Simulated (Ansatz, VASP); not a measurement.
**One calculation of Cr, two programs**

```
CELL_PARAMETERS angstrom
-1.39423 1.39423 1.39423
1.39423 -1.39423 1.39423
1.39423 1.39423 -1.39423
ATOMIC_POSITIONS crystal
Cr 0.00000 0.00000 0.00000
```

Alike in both runs: functional LDA; k mesh 22 × 22 × 22; occupations gaussian, width 0.05 eV; no spin polarisation.

Ansatz relaxed the structure, and its values are those at the end. VASP's run is a single point on that final structure, the one shown.

|  | VASP | Ansatz |
| --- | --- | --- |
| version | VASP 6.6.1 | Ansatz 0.2.0 |
| potentials or method | VASP PAW LDA potentials, release 64 (Cr_pv) | scalar-relativistic, plane waves, PAW |
| plane-wave cutoff (eV) | 520 | 420 |
| valence electrons in the cell | 12 | 14 |

Ansatz gave:

* gap on the k mesh at the Fermi level (eV): none
* pressure (GPa): 0.0

What did VASP give for the same quantities?

gap on the k mesh at the Fermi level (eV): none; pressure (GPa): 0.2.

A gap of «none» marks a metal or a gap that the smearing closes. The two sets of potentials don't hold the same shells in valence.

Caveats: the run has no spin polarisation, though such a crystal can be magnetic. Spin polarisation is off, so any magnetic state and its effect on volume and gap are missing.
